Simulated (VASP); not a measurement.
SnO2 (Cassiterite), 6 atoms in the cell. It takes space group P4_2/mnm (No. 136, tetragonal). The conventional cell has a = 4.738 Å, b = 4.738 Å, c = 3.187 Å, α = 90.00°, β = 90.00°, γ = 90.00°. Sn (site symmetry mmm) has 6 O at 2.05 to 2.06 Å as nearest neighbours. Around O (site symmetry m2m) lie 3 Sn at 2.05 to 2.06 Å. 

```yaml
Program: VASP 6.6.1
Task: relaxation of cell and atoms
Functional: PBEsol
Potentials_or_basis: VASP PAW PBE potentials, release 64 (Sn_d, O)
Cutoff: 600 eV
k_mesh: 6 × 6 × 8
Occupations: gaussian, width 0.03 eV
Spin: no spin polarisation
Further_INCAR_settings: ALGO = Normal; EDIFF = 1e-06; IBRION = 2; EDIFFG = -0.01; NSW = 90; ISIF = 3
```

Potentials or basis: VASP PAW PBE potentials, release 64 (Sn_d, O).

The run is started by

```sh
$ cat potpaw_PBE.64/Sn_d/POTCAR potpaw_PBE.64/O/POTCAR > POTCAR
$ mpirun -np 2 vasp_std > vasp.out
```

Hardware: 2 MPI ranks on Intel(R) Xeon(R) Platinum 8488C (Sapphire Rapids) (shared host).

Question: How long does it take, and how much memory?

Answer: It took 2.8 min on 2 MPI ranks on Intel(R) Xeon(R) Platinum 8488C (Sapphire Rapids) (shared host), peak memory 0.27 GiB a rank. Counts: scf iterations 40, k points 50, ion steps 5.
